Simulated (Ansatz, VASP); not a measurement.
CdSe: VASP beside Ansatz

File INCAR:

```
SYSTEM = CdSe
ALGO     = Normal         ! electronic algorithm
EDIFF    = 1E-8           ! SCF threshold, eV
ENCUT    = 520            ! plane-wave cutoff, eV
GGA      = PE             ! functional
ISIF     = 2              ! what is computed and relaxed
ISMEAR   = -1             ! smearing method
LASPH    = .TRUE.         ! aspherical terms in the spheres
LCHARG   = .FALSE.        ! write CHGCAR
LEFG     = .TRUE.       
LREAL    = .FALSE.        ! projectors in reciprocal space
LWAVE    = .FALSE.        ! write WAVECAR
NBANDS   = 16             ! bands
NELM     = 60             ! most SCF steps
PREC     = Accurate       ! precision mode
SIGMA    = 0.03           ! smearing width, eV
```

The input KPOINTS:

```
k-points
0
G
  8 8 8
  0 0 0
```

The input POSCAR:

```
CdSe
1.0
    0.0000000000      3.0252281040      3.1623793346
    3.0252281040      0.0000000000      3.1623793346
    3.0252281040      3.0252281040      0.0000000000
Cd Se
1 1
Direct
    0.0000000000      0.0000000000      0.0000000000
    0.2500000000      0.2500000000      0.2500000000
```

Input for Ansatz:

```yaml
crystal:
  lattice:
    - [0.0, 3.025228104, 3.1623793346]
    - [3.025228104, 0.0, 3.1623793346]
    - [3.025228104, 3.025228104, 0.0]
  atoms:
    - { symbol: Cd, position: [0.0, 0.0, 0.0] }
    - { symbol: Se, position: [0.25, 0.25, 0.25] }
kpoints:
  mp_grid: { grid: [8, 8, 8] }
scf:
  occupations: { method: fermi_dirac, width: 0.03 }
hamiltonian:
  xc: pbe
  pseudopotentials: { kind: paw }
output:
  forces: true
  stress: true
  eigenvalues: true
  efg: { contact_densities: true }
```

Change from the starting cell: z stretched by +3 % at fixed volume, PAW files.

Alike in both runs: task electric field gradients; functional PBE; k mesh 8 × 8 × 8; occupations fermi-dirac, width 0.03 eV; no spin polarisation.

```csv
,VASP,Ansatz
version,VASP 6.6.1,Ansatz 0.2.0
potentials or method,"VASP PAW PBE potentials, release 64 (Cd, Se)","PAW with Ansatz's default frozen-core files, scalar-relativistic"
plane-wave cutoff (eV),520,420
valence electrons in the cell,18,36
```

```tsv
	VASP	Ansatz	Ansatz less VASP
pressure (GPa)	1.5	1.2	-0.28
largest component of the traceless stress (GPa)	0.52	0.53	+0.010
Vzz of the field gradient on the site that differs most (V/Å²)	-12.7	-13.4	-0.69
```

The two sets of potentials don't hold the same shells in valence. Ansatz warned: «gradients_without_spin_orbit».
